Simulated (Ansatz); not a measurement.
This Ansatz 0.2.0 run on KF (Carobbiite) needs a look.

File input.yaml:

```yaml
crystal:
  lattice:
    - [0.0, 2.67185, 2.67185]
    - [2.67185, 0.0, 2.67185]
    - [2.67185, 2.67185, 0.0]
  atoms:
    - { symbol: K, position: [0.0, 0.0, 0.0] }
    - { symbol: F, position: [0.5, 0.5, 0.5] }
hamiltonian:
  xc: lda
  pseudopotentials: { kind: nc, accuracy: standard, xc_functional: lda }
magnetization:
  spin_polarized: true
kpoints:
  mp_grid: { grid: [9, 9, 9] }
  band_path:
    path:
      - [[0.0, 0.0, 0.0], [0.5, 0.0, 0.5], [0.5, 0.25, 0.75], [0.375, 0.375, 0.75], [0.0, 0.0, 0.0], [0.5, 0.5, 0.5], [0.625, 0.25, 0.625], [0.5, 0.25, 0.75], [0.5, 0.5, 0.5], [0.375, 0.375, 0.75]]
      - [[0.625, 0.25, 0.625], [0.5, 0.0, 0.5]]
    npoints: 14
scf:
  occupations: { method: gaussian, width: 0.02 }
  n_extra_bands: 6
  max_iter: 60
output:
  forces: true
  stress: true
  eigenvalues: true
  fatbands: false
basis:
  ecutwfc: 30
```

Potentials or basis: PseudoDojo LDA.

The run is started by

```bash
$ ansatz run input.yaml --threads 1 --pin off --max-ram 2560MiB --backend cpu --events-out ev --progress --plain --runs-dir out
```

Output:

```text
Error: inconsistent input (scf.n_extra_bands, basis.ecutwfc, kpoints): n_bands = 14 exceeds the smallest per-k basis n_pw = 12 (k-point 22, counted from 0 among those solved) — raise basis.ecutwfc or lower scf.n_extra_bands
```

Q: What happened, and what is wrong with the input?

A: The input was rejected before any iteration. The input holds a flaw that was put in on purpose: a cutoff far too low (basis.ecutwfc = 30).
